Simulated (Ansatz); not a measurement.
# Ni: pressure up to the limit of the methods

An exercise on one series of results from a longer session: the logs are not shown, and one member is left open.

Computed with Ansatz 0.2.0 (DFT PBE, with the methods named in each step, unless a step's input says otherwise).

1 further run of the same task is left out (it didn't finish).

### Starting point

The structure is cubic, space group Im-3m (No. 229). The conventional cell has a = 2.793 Å, b = 2.793 Å, c = 2.793 Å, α = 90.00°, β = 90.00°, γ = 90.00°. Ni (site symmetry m-3m) is surrounded by 8 Ni at 2.42 Å.

Coordinates:

```xyz
1
Lattice="-1.3967 1.3967 1.3967 1.3967 -1.3967 1.3967 1.3967 1.3967 -1.3967" Properties=species:S:1:pos:R:3 pbc="T T T"
Ni    0.0000    0.0000    0.0000
```

Whether this phase is the stable one at these pressures isn't tested.

Set-up of the first run:

File input.yaml:

```yaml
crystal:
  lattice:
    - [-1.3966757866, 1.3966757866, 1.3966757866]
    - [1.3966757866, -1.3966757866, 1.3966757866]
    - [1.3966757866, 1.3966757866, -1.3966757866]
  atoms:
    - { symbol: Ni, position: [0.0, 0.0, 0.0], spin: 1.0 }
magnetization:
  spin_polarized: true
kpoints:
  mp_grid: { grid: [19, 19, 19] }
scf:
  occupations: { method: fermi_dirac, width: 0.05 }
hamiltonian:
  xc: pbe
  pseudopotentials: { kind: paw }
output:
  forces: true
  stress: true
relax:
  f_tol: 0.005
  max_steps: 40
  cell: {}
```

Command:

```console
$ ansatz run input.yaml --threads 1 --pin off --max-ram 3072MiB --backend cpu --events-out ev --progress --plain --runs-dir out
```

Steps of the session up to this table: Cell relaxed at zero pressure, PAW; Volume scaled by 1, PAW; Volume scaled by 0.9, PAW; Volume scaled by 0.8, PAW; Volume scaled by 0.7, PAW; Volume scaled by 0.6, PAW; Volume scaled by 0.5, PAW; Volume scaled by 0.5, PAW (partial_waves polarizable); Volume scaled by 0.4, PAW; Volume scaled by 0.4, PAW (core large).

One of the session's tables, all rows but one given; the rest of the session is left out.

 The rows PAW, 0.4 and PAW (core large), 0.4 agree to the last digit and may rest on the same set-up.

```
                         method  volume over the first  volume (Å³/atom)  pressure (GPa)  moment Ni (μB)
                            PAW                      1            10.982            0.00            0.58
                            PAW                    0.9                 ?               ?               ?
                            PAW                    0.8             8.785           72.26            0.22
                            PAW                    0.7             7.687          160.21            0.00
                            PAW                    0.6             6.589          331.88            0.00
                            PAW                    0.5             5.491          689.03            0.00
                            PAW                    0.4             4.393         1499.29            0.00
               PAW (core large)                    0.4             4.393         1499.29            0.00
PAW (partial_waves polarizable)                    0.5             5.491          689.03            0.00
```

**Question.** Estimate the row for PAW, 0.9.

As computed: volume (Å³/atom): 9.884; pressure (GPa): 25.87; moment Ni (μB): 0.48. In the column «volume (Å³/atom)» it lies between PAW, 0.8 (8.785) and PAW, 1 (10.982).

Caveats from the session: Warnings in the runs' records: seeded moment not kept, datasets by core.
